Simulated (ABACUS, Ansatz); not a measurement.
# GaP: band gap by level of theory

**What was measured.** The band gap of GaP (F-43m) is reported as 2.34 eV at 10 K (arxiv:1810.01194). The runs below try to reproduce it.

Symmetry: F-43m, No. 216, cubic system. The conventional cell has a = 5.451 Å, b = 5.451 Å, c = 5.451 Å, α = 90.00°, β = 90.00°, γ = 90.00°. Around Ga (site symmetry -43m) lie 4 P at 2.36 Å. P (site symmetry -43m) has 4 Ga at 2.36 Å as nearest neighbours.

```csv
rung,level,program and potentials,cutoff (eV),k mesh,task,spin,core time,chip,band gap (eV),miss (eV),notes
GGA,BLYP,"Ansatz, Ansatz PAW",420,8 × 8 × 8,band structure,off,9.3 s,Intel Xeon Skylake/Cascade Lake,1.67,-0.67,"potentials made for PBE, which Ansatz adapts in part"
GGA,revPBE,"Ansatz, Ansatz PAW",420,8 × 8 × 8,band structure,off,9.4 s,Intel Xeon Skylake/Cascade Lake,1.66,-0.68,"potentials made for PBE, which Ansatz adapts in part; from the band path"
GGA,PBE,"ABACUS, PseudoDojo NC SR 0.4.1 PBE standard, plane waves",1102,8 × 8 × 8,single point,off,12 s,AMD EPYC 9R45 Zen 5,1.64,-0.70,mesh may miss the edge
hybrid,PBE0,"Ansatz, Ansatz PAW",420,6 × 6 × 6,band structure,off,27 s,AMD EPYC 7R13 Zen 3,2.92,+0.58,"potentials made for PBE, which Ansatz adapts in part; from the band path"
hybrid,HSE06,"Ansatz, Ansatz PAW",420,6 × 6 × 6,band structure,off,29 s,AMD EPYC 7R13 Zen 3,2.26,-0.08,"potentials made for PBE, which Ansatz adapts in part; from the band path"
GGA,PBEsol,"Ansatz, Ansatz PAW",420,6 × 6 × 6,band structure,"SOC, no magnetisation",43 s,Intel Xeon Skylake/Cascade Lake,1.43,-0.91,"potentials made for PBE, which Ansatz adapts in part; from the band path"
LDA,LDA,"Ansatz, Ansatz PAW",420,8 × 8 × 8,Born charges and dielectric tensor,off,72 s,Intel Xeon Skylake/Cascade Lake,1.49,-0.85,"potentials made for PBE, which Ansatz adapts in part; mesh may miss the edge"
LDA,LDA,"Ansatz, Ansatz PAW",420,6 × 6 × 6,phonons,off,78 s,Intel Xeon Skylake/Cascade Lake,1.49,-0.85,"potentials made for PBE, which Ansatz adapts in part; mesh may miss the edge"
hybrid,PBEsol0,"Ansatz, Ansatz PAW",420,4 × 4 × 4,band structure,off,3.7 min,Intel Xeon Skylake/Cascade Lake,2.88,+0.54,"coarse mesh; potentials made for PBE, which Ansatz adapts in part"
hybrid,HSE06,"Ansatz, Ansatz PAW",420,4 × 4 × 4,band structure,off,3.8 min,Intel Xeon Skylake/Cascade Lake,2.30,-0.04,"coarse mesh; potentials made for PBE, which Ansatz adapts in part"
hybrid,B3LYP,"Ansatz, Ansatz PAW",420,4 × 4 × 4,band structure,off,3.9 min,Intel Xeon Skylake/Cascade Lake,2.88,+0.54,"coarse mesh; potentials made for PBE, which Ansatz adapts in part; from the band path"
hybrid,r2SCANh,"Ansatz, Ansatz PAW",500,4 × 4 × 4,band structure,off,5.5 min,Intel Xeon Skylake/Cascade Lake,2.37,+0.03,"coarse mesh; potentials made for PBE, which Ansatz adapts in part"
hybrid,r2SCAN50,"Ansatz, Ansatz PAW",500,4 × 4 × 4,band structure,off,6.1 min,Intel Xeon Skylake/Cascade Lake,4.42,+2.08,"coarse mesh; potentials made for PBE, which Ansatz adapts in part"
```

Times are single runs on shared hosts and different chips, so they are rough; meshes, cutoffs and the tasks' sizes weigh on the time. Gaps are the least found on the k mesh or the band path, and a mesh can miss the band edges. The cell comes from a database and isn't always the measured one. Meshes differ between rows, which moves values too. All levels ran on this one cell, unrelaxed unless noted. Meshes are those of the run's cell of 2 atoms unless a note names another. Misses use the values as printed. Runs on faulty files, with rough fits or with known faults for this quantity aren't shown.

By rung: LDA 1.49; GGA 1.64 to 1.67; GGA with SOC 1.43; hybrid 2.26 to 2.92; hybrid on coarse meshes 2.30 to 4.42 (eV). Measured: 2.34 eV at 10 K (arxiv:1810.01194). Closest, coarse meshes and atomic bases left aside, is HSE06 with Ansatz, Ansatz PAW (-0.08 eV), and PBE misses by -0.70 eV on plain settings. LDA and GGA gaps fall short mostly because these functionals lack the derivative discontinuity; the runs are for a static lattice, while measurements hold temperature and zero-point motion.

The gap follows how much exact exchange is mixed in and how far it reaches. PBE0 and HSE06 share the same short-range fraction, yet PBE0 gives 2.92 eV and HSE06 2.26 eV on the same mesh. In a covalent semiconductor as polarisable as GaP, the valence electrons screen long-range exchange strongly. PBE0 leaves that part undamped and so pushes the P 3p-derived valence top and the conduction edge too far apart. The unscreened hybrids PBEsol0, B3LYP and r2SCAN50 also overshoot. r2SCANh is the exception, probably because its small exact-exchange fraction offsets the missing screening.

Zero-point motion normally narrows the gap in such crystals, so a static-lattice reference would lie above 2.34 eV. HSE06's true shortfall is then probably larger than listed, and PBE0's excess smaller. The low PBEsol value may reflect the functional as well as spin-orbit splitting of the valence top, which the rows can't separate. GaP is known to be indirect, with its conduction minimum near X, but the gap sizes alone don't test whether each functional reproduces that ordering.
